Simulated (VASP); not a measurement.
A run of VASP 6.6.1 is set up as follows.

Contents of INCAR:

```
PREC = Accurate
ENCUT = 520
EDIFF = 1E-7
ISMEAR = 0
SIGMA = 0.1
LREAL = False
LASPH = True
NELM = 60
ALGO = Fast
ISIF = 2
LWAVE = False
LCHARG = False
GGA = PS
NBANDS = 14
```

File KPOINTS:

```
regular mesh
0
Gamma
  16 16 16
```

Contents of POSCAR:

```
NbH2
1.0
    0.0000000000      2.2589758088      2.2589758088
    2.2589758088      0.0000000000      2.2589758088
    2.2589758088      2.2589758088      0.0000000000
Nb H
1 2
Direct
    0.0000000000      0.0000000000      0.0000000000
    0.2500000000      0.2500000000      0.2500000000
    0.7500000000      0.7500000000      0.7500000000
```

Potentials or basis: VASP PAW PBE potentials, release 64 (Nb_sv, H).

Run with:

```sh
$ cat potpaw_PBE.64/Nb_sv/POTCAR potpaw_PBE.64/H/POTCAR > POTCAR
$ mpirun -np 1 vasp_std > vasp.out
```

Q: Estimate the band gap on the k mesh.

A: None (metal or under the smearing width).

Q: Estimate the pressure.

A: -0.5 GPa.

Caveat: the PAW data sets were made with another functional, which shifts forces and pressure a little.
